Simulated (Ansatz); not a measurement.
Input of an Ansatz 0.2.0 run:

input.yaml

```yaml
crystal:
  lattice:
    - [0.0, 2.702, 2.702]
    - [2.702, 0.0, 2.702]
    - [2.702, 2.702, 0.0]
  atoms:
    - { symbol: Zn, position: [0.75, 0.75, 0.75] }
    - { symbol: S, position: [0.0, 0.0, 0.0] }
hamiltonian:
  xc: pbe
  pseudopotentials: { kind: paw }
kpoints:
  mp_grid: { grid: [9, 9, 9] }
scf:
  occupations: { method: fermi_dirac, width: 0.05 }
basis:
  ecutwfc: "300 eV"
output:
  forces: true
  stress: true
  eigenvalues: true
  write_density: true
  write_potential: true
  elf: true
  volumetric_format: npy
```

Potentials or basis: Ansatz PAW.

Launch:

```sh
$ ansatz run input.yaml --threads 2 --pin off --max-ram 5120MiB --backend cpu --events-out ev --progress --plain --runs-dir out
```

What does it give for the band gap on the k mesh?

2.13 eV, direct.

Predict the pressure.

1.9 GPa.

Caveat: odd divisions of the mesh miss points on the zone boundary, where band edges often lie, so the gap on the mesh can be too wide; the pressure holds a Pulay correction of +5.0 GPa for the finite cutoff; the cutoff lies under the one recommended for these potentials.

**Measured values to compare with.**

From “Electronic, vibrational, and thermodynamic properties of ZnS (zincblende and rocksalt structure)”, 2009, arxiv:0911.5022, for a bulk crystal of ZnS at 19 K: band gap 3.85 eV (direct).

Measured gap of ZnS: 3.85 eV (direct; 19 K; quoted in “Electronic, vibrational, and thermodynamic properties of ZnS (zincblende and rocksalt structure)”, 2009, arxiv:0911.5022). This calculation gives 2.13 eV (-1.72 eV). The value is that of PBE, without temperature or zero-point motion. Semilocal functionals fall short of measured gaps as a rule.
